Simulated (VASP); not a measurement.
# TaAs in VASP: notebook

One slab, TaAs, is run at these levels: PBEsol, RPBE, revPBE, BLYP, PW91; tasks: work function.

Everything below comes from runs of VASP 6.6.1. Logs are shortened: lines on timing, memory, paths and dates and some standing lists are left out, and cuts for length are marked.

## 1. Starting point

The cell holds a slab with vacuum, 8 atoms: a = 3.444 Å, b = 3.444 Å, c = 24.772 Å, α = 90.00°, β = 90.00°, γ = 90.00°.

## 2. Work function, PBEsol

Input file INCAR:

```
PREC     = Accurate       # precision mode
ENCUT    = 520            # plane-wave cutoff, eV
EDIFF    = 1E-6           # SCF threshold, eV
ISMEAR   = -1             # smearing method
SIGMA    = 0.05           # smearing width, eV
LREAL    = False          # projectors in reciprocal space
LASPH    = True           # aspherical terms in the spheres
NELM     = 100            # most SCF steps
ALGO     = Fast           # electronic algorithm
ISIF     = 2              # what is computed and relaxed
LWAVE    = False          # write WAVECAR
LCHARG   = True           # write CHGCAR
LDIPOL   = True         
IDIPOL   = 3            
DIPOL    = 0.5 0.5 0.500
GGA      = PS             # functional
LELF     = True           # ELF
LVHAR    = True         
LVACPOTAV= True
```

Input file KPOINTS:

```
regular mesh
0
Gamma
  6 6 1
```

Input file POSCAR:

```
TaAs
1.0
    3.4436267244      0.0000000000      0.0000000000
    0.0000000000      3.4436267244      0.0000000000
    0.0000000000      0.0000000000     24.7720569659
Ta As
4 4
Direct
    0.5000000000      0.5000000000      0.3027604857
    0.0000000000      0.5000000000      0.4211992077
    0.0000000000      0.0000000000      0.5396379297
    0.5000000000      0.0000000000      0.6580766517
    0.0000000000      0.0000000000      0.3419233483
    0.5000000000      0.0000000000      0.4603620703
    0.5000000000      0.5000000000      0.5788007923
    0.0000000000      0.5000000000      0.6972395143
```

Potentials or basis: VASP PAW PBE potentials, release 64 (Ta_pv, As).

Started as:

```console
$ cat potpaw_PBE.64/Ta_pv/POTCAR potpaw_PBE.64/As/POTCAR > POTCAR
$ mpirun -np 1 vasp_std > vasp.out
```

OUTCAR:

```text
PREC = Accurate
   ENCUT = 520
   EDIFF = 1E-6
   ISMEAR = -1
   LREAL = False
   LASPH = True
   NELM = 100
   ISIF = 2
   GGA = PS

 ion  position               nearest neighbor table
   1  0.500  0.500  0.303-   5 2.62   5 2.62   5 2.62   5 2.62   2 3.40   2 3.40
   2  0.000  0.500  0.421-   5 2.61   5 2.61   6 2.62   6 2.62   6 2.62   6 2.62   3 3.40   1 3.40
                             3 3.40   1 3.40
   3  0.000  0.000  0.540-   6 2.61   6 2.61   7 2.62   7 2.62   7 2.62   7 2.62   4 3.40   4 3.40
                             2 3.40   2 3.40
   4  0.500  0.000  0.658-   7 2.61   7 2.61   8 2.62   8 2.62   8 2.62   8 2.62   3 3.40   3 3.40

   5  0.000  0.000  0.342-   2 2.61   2 2.61   1 2.62   1 2.62   1 2.62   1 2.62
   6  0.500  0.000  0.460-   3 2.61   3 2.61   2 2.62   2 2.62   2 2.62   2 2.62
   7  0.500  0.500  0.579-   4 2.61   4 2.61   3 2.62   3 2.62   3 2.62   3 2.62
   8  0.000  0.500  0.697-   4 2.62   4 2.62   4 2.62   4 2.62

  LATTYP: Found a simple tetragonal cell.
 ALAT       =     3.4436267244
 C/A-ratio  =     7.1935952844

  Lattice vectors:

 A1 = (   3.4436267244,   0.0000000000,   0.0000000000)
 A2 = (   0.0000000000,   3.4436267244,   0.0000000000)
 A3 = (   0.0000000000,   0.0000000000,  24.7720569659)

Analysis of symmetry for initial positions (statically):
=====================================================================
 Subroutine PRICEL returns:
 Original cell was already a primitive cell.

 Routine SETGRP: Setting up the symmetry group for a
 simple tetragonal supercell.

 Subroutine GETGRP returns: Found  4 space group operations
 (whereof  4 operations were pure point group operations)
 out of a pool of 16 trial point group operations.

The static configuration has the point symmetry C_2v.

Analysis of symmetry for dynamics (positions and initial velocities):
=====================================================================
 Subroutine PRICEL returns:
 Original cell was already a primitive cell.

 Routine SETGRP: Setting up the symmetry group for a
 simple tetragonal supercell.

 Subroutine GETGRP returns: Found  4 space group operations
 (whereof  4 operations were pure point group operations)
 out of a pool of 16 trial point group operations.

The dynamic configuration has the point symmetry C_2v.

 Subroutine INISYM returns: Found  4 space group operations
 (whereof  4 operations are pure point group operations),
 and found     1 'primitive' translations

----------------------------------------------------------------------------------------

                                     Primitive cell

  volume of cell :     293.7610

  direct lattice vectors                    reciprocal lattice vectors
     3.443626724  0.000000000  0.000000000     0.290391520  0.000000000  0.000000000
[... 107 lines left out ...]
   IMIX   =      4    mixing-type and parameters
     AMIX     =   0.40;   BMIX     =  1.00
     AMIX_MAG =   1.60;   BMIX_MAG =  1.00
  volume/ion in A,a.u.               =      36.72       247.80
  Fermi-wavevector in a.u.,A,eV,Ry     =   0.985077  1.861525 13.202771  0.970376
  Thomas-Fermi vector in A             =   2.116357
   LORBIT       =      0    0 simple, 1 ext, 2 COOP (PROOUT), +10 PAW based schemes
   GGA     = PS    functional components
   LHFCALC =     F    Hartree Fock is set to
   AEXX    =    0.0000 exact exchange contribution
   IVDW    =     0    specifies the selected vdW correction
   LEPSILON=     F    determine dielectric tensor
   LRPA    =     F    only Hartree local field effects (RPA)
 non-spin polarized calculation
 RMM-DIIS sequential band-by-band and
  energy-cutoff  :      520.00
  volume of cell :      293.76
 maximum number of plane-waves:      7941
 NGX is ok and might be reduce to    28
   NGX = 13   NGY = 13   NGZ = 93

 dipolmoment           0.000000      0.000000     -0.035748 electrons x Angstroem

 number of electron      64.0000003 magnetization

 dipolmoment           0.000000      0.000000      0.037338 electrons x Angstroem

 Free energy of the ion-electron system (eV)
  ---------------------------------------------------
  ext. energy  EPLUGINS =         0.00000000
  ---------------------------------------------------
  free energy    TOTEN  =       -71.78207705 eV

  energy without entropy =      -71.74283807  energy(sigma->0) =      -71.76245756

 E-fermi :   0.7227     XC(G=0):  -6.4747

 val. band max:        0.7005190559   @ k =   0.0000   0.1667   0.0000
 cond. band min:       0.7712295960   @ k =   0.5000   0.3333   0.0000
 fundamental gap:      0.0707105401
 Fermi energy:         0.7226989311

 k-point     1 :       0.0000    0.0000    0.0000
  band No.  band energies     occupation
      1     -34.2498      2.00000
      2     -34.1704      2.00000
      3     -34.1394      2.00000
      4     -34.1000      2.00000
      5     -34.0579      2.00000
      6     -34.0413      2.00000
[... 645 lines left out ...]
     37       3.6597      0.00000
     38       3.8987      0.00000

------------------------ aborting loop because EDIFF is reached ----------------------------------------

  FORCE on cell =-STRESS in cart. coord.  units (eV):
  Direction    XX          YY          ZZ          XY          YZ          ZX
  --------------------------------------------------------------------------------------
  -------------------------------------------------------------------------------------
  Total       -6.7465272     -5.6741669     -3.0243386      0.0000000      0.0000000      0.0000000
  in kB      -36.7956644    -30.9469944    -16.4947901      0.0000000      0.0000000      0.0000000
  external PRESSURE =     -28.0791496 kB  Pullay stress =       0.0000000 kB

 VOLUME and BASIS-vectors are now :
 -----------------------------------------------------------------------------
  energy-cutoff  :      520.00
  volume of cell :      293.76
      direct lattice vectors                 reciprocal lattice vectors
     3.443626724  0.000000000  0.000000000     0.290391520  0.000000000  0.000000000
     0.000000000  3.443626724  0.000000000     0.000000000  0.290391520  0.000000000
     0.000000000  0.000000000 24.772056966     0.000000000  0.000000000  0.040368065

 POSITION                                       TOTAL-FORCE (eV/Angst)
 -----------------------------------------------------------------------------------
      1.72181      1.72181      7.50000         0.000000      0.000000      1.262269
      0.00000      1.72181     10.43397         0.000000      0.000000     -0.148179
      0.00000      0.00000     13.36794         0.000000      0.000000     -0.298779
      1.72181      0.00000     16.30191         0.000000      0.000000     -0.282844
      0.00000      0.00000      8.47014         0.000000      0.000000     -0.884969
      1.72181      0.00000     11.40412         0.000000      0.000000      0.115728
      1.72181      1.72181     14.33809         0.000000      0.000000      0.076494
      0.00000      1.72181     17.27206         0.000000      0.000000      0.160281
 -----------------------------------------------------------------------------------
    total drift:                               -0.000000     -0.000000     -0.000041

  FREE ENERGIE OF THE ION-ELECTRON SYSTEM (eV)
  ---------------------------------------------------
  free  energy   TOTEN  =       -71.7820770476 eV

  energy  without entropy=      -71.7428380731  energy(sigma->0) =      -71.76245756

 vacuum level on the upper side and lower side of the slab         5.773         5.202
```

OSZICAR:

```text
N       E                     dE             d eps       ncg     rms          rms(c)
DAV:   1     0.481059041195E+03    0.48106E+03   -0.32794E+04  1512   0.146E+03
DAV:   2    -0.439374936666E+02   -0.52500E+03   -0.51360E+03  1452   0.343E+02
DAV:   3    -0.752901449990E+02   -0.31353E+02   -0.30605E+02  1514   0.738E+01
[... 22 lines left out ...]
RMM:  26    -0.717820630110E+02   -0.14443E-04   -0.60714E-06   754   0.303E-03    0.119E-03
RMM:  27    -0.717820720833E+02   -0.90723E-05   -0.35436E-06   850   0.278E-03    0.828E-04
RMM:  28    -0.717820749624E+02   -0.28791E-05   -0.17076E-06   656   0.201E-03    0.321E-04
RMM:  29    -0.717820761118E+02   -0.11494E-05   -0.13083E-06   555   0.154E-03    0.312E-04
RMM:  30    -0.717820770476E+02   -0.93578E-06   -0.46501E-07   426   0.122E-03
   1 F= -.71782077E+02 E0= -.71762458E+02  d E =-.392390E-01
```

stdout:

```text
POSCAR found type information on POSCAR TaAs
 POSCAR found :  2 types and       8 ions
 scaLAPACK will be used
 -----------------------------------------------------------------------------
[... 23 lines left out ...]
|     Did not find any points to average over, which means that no vacuum     |
|     field-free region was found. Please increase the size of  your cell     |
|     in the dimension of the dipole correction to obtain accurate            |
|     workfunction values.                                                    |
|                                                                             |
 -----------------------------------------------------------------------------
```

It took 6.2 min on 1 thread of Intel Xeon Platinum 8488C (Sapphire Rapids), shared host; peak memory 0.46 GiB.

What came out:

```yaml
Free_energy: -71.7821 eV
Largest_force: 1.262 eV/Å
Band_gap_on_the_k_mesh: none (metal or under the smearing width)
Work_function_of_the_upper_face: 5.05 eV
Work_function_of_the_lower_face: 4.48 eV
```

Forces in eV/Å, atoms in the order of the input:
```
Ta   0.000  0.000  1.262
Ta   0.000  0.000 -0.148
Ta   0.000  0.000 -0.299
Ta   0.000  0.000 -0.283
As   0.000  0.000 -0.885
As   0.000  0.000  0.116
As   0.000  0.000  0.076
As   0.000  0.000  0.160
```

Caveat: the PAW data sets were made with another functional, which shifts forces and pressure a little.

## 3. Work function, RPBE

Edit INCAR of step 2 so:

```diff
@@ -15,3 +15,3 @@
 DIPOL    = 0.5 0.5 0.500
-GGA      = PS             # functional
+GGA      = RP             # functional
 LELF     = True           # ELF
```

KPOINTS is that of step 2.

POSCAR is that of step 2.

Potentials or basis: VASP PAW PBE potentials, release 64 (Ta_pv, As).

Started as:

```console
$ cat potpaw_PBE.64/Ta_pv/POTCAR potpaw_PBE.64/As/POTCAR > POTCAR
$ mpirun -np 1 vasp_std > vasp.out
```

OUTCAR:

```text
PREC = Accurate
   ENCUT = 520
   EDIFF = 1E-6
   ISMEAR = -1
   LREAL = False
   LASPH = True
   NELM = 100
   ISIF = 2
   GGA = RP

 ion  position               nearest neighbor table
   1  0.500  0.500  0.303-   5 2.62   5 2.62   5 2.62   5 2.62   2 3.40   2 3.40
   2  0.000  0.500  0.421-   5 2.61   5 2.61   6 2.62   6 2.62   6 2.62   6 2.62   3 3.40   1 3.40
                             3 3.40   1 3.40
   3  0.000  0.000  0.540-   6 2.61   6 2.61   7 2.62   7 2.62   7 2.62   7 2.62   4 3.40   4 3.40
                             2 3.40   2 3.40
   4  0.500  0.000  0.658-   7 2.61   7 2.61   8 2.62   8 2.62   8 2.62   8 2.62   3 3.40   3 3.40

   5  0.000  0.000  0.342-   2 2.61   2 2.61   1 2.62   1 2.62   1 2.62   1 2.62
   6  0.500  0.000  0.460-   3 2.61   3 2.61   2 2.62   2 2.62   2 2.62   2 2.62
   7  0.500  0.500  0.579-   4 2.61   4 2.61   3 2.62   3 2.62   3 2.62   3 2.62
   8  0.000  0.500  0.697-   4 2.62   4 2.62   4 2.62   4 2.62

  LATTYP: Found a simple tetragonal cell.
 ALAT       =     3.4436267244
 C/A-ratio  =     7.1935952844

  Lattice vectors:

 A1 = (   3.4436267244,   0.0000000000,   0.0000000000)
 A2 = (   0.0000000000,   3.4436267244,   0.0000000000)
 A3 = (   0.0000000000,   0.0000000000,  24.7720569659)

Analysis of symmetry for initial positions (statically):
=====================================================================
 Subroutine PRICEL returns:
 Original cell was already a primitive cell.

 Routine SETGRP: Setting up the symmetry group for a
 simple tetragonal supercell.

 Subroutine GETGRP returns: Found  4 space group operations
 (whereof  4 operations were pure point group operations)
 out of a pool of 16 trial point group operations.

The static configuration has the point symmetry C_2v.

Analysis of symmetry for dynamics (positions and initial velocities):
=====================================================================
 Subroutine PRICEL returns:
 Original cell was already a primitive cell.

 Routine SETGRP: Setting up the symmetry group for a
 simple tetragonal supercell.

 Subroutine GETGRP returns: Found  4 space group operations
 (whereof  4 operations were pure point group operations)
 out of a pool of 16 trial point group operations.

[... 139 lines left out ...]
 NGX is ok and might be reduce to    28
   NGX = 13   NGY = 13   NGZ = 93

 dipolmoment           0.000000      0.000000     -0.035911 electrons x Angstroem

 number of electron      64.0000003 magnetization

 dipolmoment           0.000000      0.000000      0.040049 electrons x Angstroem

 Free energy of the ion-electron system (eV)
  ---------------------------------------------------
  ext. energy  EPLUGINS =         0.00000000
  ---------------------------------------------------
  free energy    TOTEN  =       -63.51092228 eV

  energy without entropy =      -63.47167293  energy(sigma->0) =      -63.49129761

 E-fermi :   0.9491     XC(G=0):  -6.4252

 val. band max:        0.9262172560   @ k =   0.0000   0.1667   0.0000
 cond. band min:       0.9990122121   @ k =   0.5000   0.3333   0.0000
 fundamental gap:      0.0727949561
 Fermi energy:         0.9490875690

 k-point     1 :       0.0000    0.0000    0.0000
  band No.  band energies     occupation
      1     -34.1164      2.00000
      2     -34.0522      2.00000
      3     -33.9983      2.00000
      4     -33.9556      2.00000
      5     -33.9271      2.00000
      6     -33.9080      2.00000
[... 645 lines left out ...]
     37       3.9115      0.00000
     38       4.1551      0.00000

------------------------ aborting loop because EDIFF is reached ----------------------------------------

  FORCE on cell =-STRESS in cart. coord.  units (eV):
  Direction    XX          YY          ZZ          XY          YZ          ZX
  --------------------------------------------------------------------------------------
  -------------------------------------------------------------------------------------
  Total        0.7301321      2.0885443      2.6905636      0.0000000      0.0000000      0.0000000
  in kB        3.9821519     11.3909530     14.6743758      0.0000000      0.0000000      0.0000000
  external PRESSURE =      10.0158269 kB  Pullay stress =       0.0000000 kB

 VOLUME and BASIS-vectors are now :
 -----------------------------------------------------------------------------
  energy-cutoff  :      520.00
  volume of cell :      293.76
      direct lattice vectors                 reciprocal lattice vectors
     3.443626724  0.000000000  0.000000000     0.290391520  0.000000000  0.000000000
     0.000000000  3.443626724  0.000000000     0.000000000  0.290391520  0.000000000
     0.000000000  0.000000000 24.772056966     0.000000000  0.000000000  0.040368065

 POSITION                                       TOTAL-FORCE (eV/Angst)
 -----------------------------------------------------------------------------------
      1.72181      1.72181      7.50000         0.000000      0.000000      0.746005
      0.00000      1.72181     10.43397         0.000000      0.000000     -0.159820
      0.00000      0.00000     13.36794         0.000000      0.000000     -0.292113
      1.72181      0.00000     16.30191         0.000000      0.000000     -0.202158
      0.00000      0.00000      8.47014         0.000000      0.000000     -0.963109
      1.72181      0.00000     11.40412         0.000000      0.000000      0.112437
      1.72181      1.72181     14.33809         0.000000      0.000000      0.078514
      0.00000      1.72181     17.27206         0.000000      0.000000      0.680244
 -----------------------------------------------------------------------------------
    total drift:                               -0.000000     -0.000000      0.000187

  FREE ENERGIE OF THE ION-ELECTRON SYSTEM (eV)
  ---------------------------------------------------
  free  energy   TOTEN  =       -63.5109222779 eV

  energy  without entropy=      -63.4716729342  energy(sigma->0) =      -63.49129761

 vacuum level on the upper side and lower side of the slab         5.825         5.212
```

OSZICAR:

```text
N       E                     dE             d eps       ncg     rms          rms(c)
DAV:   1     0.487738143031E+03    0.48774E+03   -0.32749E+04  1512   0.146E+03
DAV:   2    -0.352958489683E+02   -0.52303E+03   -0.51166E+03  1452   0.342E+02
DAV:   3    -0.666928285428E+02   -0.31397E+02   -0.30628E+02  1522   0.737E+01
DAV:   4    -0.681394004220E+02   -0.14466E+01   -0.14213E+01  1680   0.142E+01
[... 20 lines left out ...]
RMM:  25    -0.635108983361E+02   -0.21804E-04   -0.10774E-05  1013   0.445E-03    0.217E-03
RMM:  26    -0.635109103834E+02   -0.12047E-04   -0.57352E-06   841   0.348E-03    0.111E-03
RMM:  27    -0.635109165960E+02   -0.62126E-05   -0.27988E-06   685   0.236E-03    0.832E-04
RMM:  28    -0.635109214338E+02   -0.48378E-05   -0.15443E-06   689   0.209E-03    0.449E-04
RMM:  29    -0.635109222779E+02   -0.84417E-06   -0.73814E-07   515   0.147E-03
   1 F= -.63510922E+02 E0= -.63491298E+02  d E =-.392493E-01
```

stdout:

```text
POSCAR found type information on POSCAR TaAs
 POSCAR found :  2 types and       8 ions
 scaLAPACK will be used
 -----------------------------------------------------------------------------
[... 23 lines left out ...]
|     Did not find any points to average over, which means that no vacuum     |
|     field-free region was found. Please increase the size of  your cell     |
|     in the dimension of the dipole correction to obtain accurate            |
|     workfunction values.                                                    |
|                                                                             |
 -----------------------------------------------------------------------------
```

Wall time 6 min (1 thread of Intel Xeon Platinum 8488C (Sapphire Rapids), shared host); peak memory 0.47 GiB.

Results:

```
Free energy                     : -63.5109 eV
Largest force                   : 0.963 eV/Å
Band gap on the k mesh          : none (metal or under the smearing width)
Work function of the upper face : 4.88 eV
Work function of the lower face : 4.26 eV
```

Forces on the atoms (eV/Å):
```
Ta   0.000  0.000  0.746
Ta   0.000  0.000 -0.160
Ta   0.000  0.000 -0.292
Ta   0.000  0.000 -0.202
As   0.000  0.000 -0.963
As   0.000  0.000  0.112
As   0.000  0.000  0.079
As   0.000  0.000  0.680
```

Levels at points of the mesh, in eV from the Fermi level:
| k point | band 28 | band 29 | band 30 | band 31 | band 32 | band 33 | band 34 | band 35 |
| --- | --- | --- | --- | --- | --- | --- | --- | --- |
| (0.00, 0.00, 0.00) | -1.75 | -1.21 | -1.21 | -0.47 | -0.40 | -0.24 | 1.11 | 1.33 |
| (0.50, 0.00, 0.00) | -1.79 | -1.42 | -1.08 | -0.03 | 0.19 | 0.22 | 0.73 | 0.89 |
| (0.00, 0.50, 0.00) | -1.67 | -0.81 | -0.81 | -0.13 | 0.08 | 0.19 | 0.29 | 0.35 |
| (0.50, 0.50, 0.00) | -1.38 | -1.20 | -0.97 | -0.95 | 0.83 | 0.84 | 1.47 | 2.37 |

Caveat: the PAW data sets were made with another functional, which shifts forces and pressure a little. The run has no spin-orbit coupling, so splittings on Ta are missing.

(Part 1 of 2 ends here.)
